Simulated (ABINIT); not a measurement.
Crystal: Cu.

```
Cu
1.0
     1.21846   -3.97638    0.00000
     1.21846    3.97638    0.00000
     0.00000    0.00000    2.47550
Cu
2
Direct
  0.86613 0.13387 0.75000
  0.13387 0.86613 0.25000
```

This isn't the form of Cu at room conditions, which is fcc.

| Item | Value |
| --- | --- |
| Program | ABINIT 10.8.3 (patched build) |
| Task | relaxation of cell and atoms |
| Functional | LDA |
| Potentials or basis | JTH PAW LDA v2.0 |
| Cutoff | 707 eV |
| k mesh | 8 × 8 × 8 |
| Occupations | fermi-dirac, width 0.05 eV |
| Spin | no spin polarisation |

At the start: pressure -7.5 GPa; volume 11.99 Å³/atom.

Question: Where does the relaxation end?

Answer: Over 6 steps the energy falls by 14.3 meV/atom and the volume is 11.42 Å³/atom (-4.8 %); space group Cmcm (No. 63, to 0.05 Å).

Step by step:
```tsv
step	energy change (eV)	largest force (eV/Å)	pressure (GPa)	volume (Å³)
1	0.0000	0.0519	-7.51	23.99
2	-0.0205	0.0176	-4.18	23.44
3	-0.0286	0.0224	0.37	22.80
4	-0.0286	0.0153	-0.01	22.85
5	-0.0287	0.0111	-0.02	22.85
6	-0.0287	0.0001	-0.02	22.85
```

Final structure:
```cif
data_structure
_symmetry_space_group_name_H-M 'P 1'
_symmetry_Int_Tables_number 1
_cell_length_a 4.0841
_cell_length_b 4.0841
_cell_length_c 2.4328
_cell_angle_alpha 90.000
_cell_angle_beta 90.000
_cell_angle_gamma 145.734
_cell_volume 22.85
loop_
_atom_site_label
_atom_site_type_symbol
_atom_site_fract_x
_atom_site_fract_y
_atom_site_fract_z
_atom_site_occupancy
Cu1 Cu 0.86613 0.13387 0.75000 1
Cu2 Cu 0.13387 0.86613 0.25000 1
```
